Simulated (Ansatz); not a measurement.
Runs of Ansatz 0.2.0 on W. The structure is cubic, space group Im-3m (No. 229). Conventional cell: a = 3.165 Å, b = 3.165 Å, c = 3.165 Å, α = 90.00°, β = 90.00°, γ = 90.00°. W (site symmetry m-3m) has 8 W at 2.74 Å as nearest neighbours. 

```csv
task,level,potentials or basis,spin,cell,k mesh,cutoff (eV),smearing,driver,atoms under strain,other keys,gap on the mesh (eV),pressure (GPa),moment (μB)
single point,RPBE,Ansatz PAW earlier set,"collinear, ferromagnetic start",volume scaled by 0.92,12 × 12 × 12,760,cold 0.025 eV,-,-,-,none,(a),0.00
single point,SVWN5,Ansatz NC or PseudoDojo by element,"collinear, ferromagnetic start",as given,12 × 12 × 12,952,cold 0.025 eV,calculator,-,-,-,-10.2,0.00
elastic constants,r2SCAN,Ansatz PAW earlier set,off,as given,8 × 8 × 8,950,methfessel-paxton 0.005 eV,-,relaxed,scf.occupations.method = methfessel_paxton; …,0.68,1.6,-
relaxation of cell and atoms,BLYP,Ansatz PAW,off,relaxed,12 × 12 × 12,420,fermi-dirac 0.05 eV,-,-,-,none,0.0,-
```

Estimate the missing entries.

(a) 41.8.

Caveats: the PAW data sets come from PBE, with cores solved anew for the run's functional, which leaves a small shift of forces and pressure (some runs); the starting moments weren't kept (some runs); the potentials were made for another functional, which shifts forces and pressure (some runs); the thresholds are loose for stress (some runs); spin-orbit coupling is left out, which moves the levels of the heavy elements (some runs); the plane-wave basis is chosen anew once the cell has moved, so the energies of steps on either side of that aren't comparable (some runs).

A k mesh can miss the band edges, and the runs leave out spin-orbit coupling on W.

A gap of «none» marks a metal or a gap under the smearing width.

The runs don't all hold the same shells in valence.

Runs at the PBE level aren't shown here.
